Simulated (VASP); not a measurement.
Here is a VASP 6.6.1 calculation.

File INCAR:

```
PREC = Accurate ; ENCUT = 600
EDIFF = 1E-6 ; ISMEAR = -1
SIGMA = 0.05 ; LREAL = False
LASPH = True ; NELM = 100
ALGO = Normal ; ISIF = 3
LWAVE = False ; LCHARG = False
GGA = PE ; IBRION = 2
NSW = 100 ; EDIFFG = -0.005
```

File KPOINTS:

```
regular mesh
0
Gamma
  16 16 16
```

File POSCAR:

```
Rh
1.0
   -1.4471667292      1.4471667292      1.4471667292
    1.4471667292     -1.4471667292      1.4471667292
    1.4471667292      1.4471667292     -1.4471667292
Rh
1
Direct
    0.0000000000      0.0000000000      0.0000000000
```

Potentials or basis: VASP PAW PBE potentials, release 64 (Rh_pv).

Run with:

```sh
$ cat potpaw_PBE.64/Rh_pv/POTCAR > POTCAR
$ mpirun -np 1 vasp_std > vasp.out
```

Question: Estimate the relaxed cell.

Answer: a = 2.659 Å, b = 2.659 Å, c = 2.659 Å, α = 109.47°, β = 109.47°, γ = 109.47°.

Question: Estimate the band gap on the k mesh.

Answer: None (metal or under the smearing width).

Step by step:
```csv
step,energy change (eV),largest force (eV/Å),pressure (GPa),volume (Å³)
1,0.0000,0.0000,64.87,12.12
2,0.9810,0.0000,-32.16,22.94
3,-0.3853,0.0000,-7.23,14.99
4,-0.3967,0.0000,-2.25,14.62
5,-0.3977,0.0000,0.11,14.47
6,-0.3976,0.0000,-0.67,14.52
7,-0.3975,0.0000,1.07,14.41
8,-0.3977,0.0000,0.03,14.47
```

Caveat: the volume moved by over 15 % at a fixed basis, so the end points are rough.
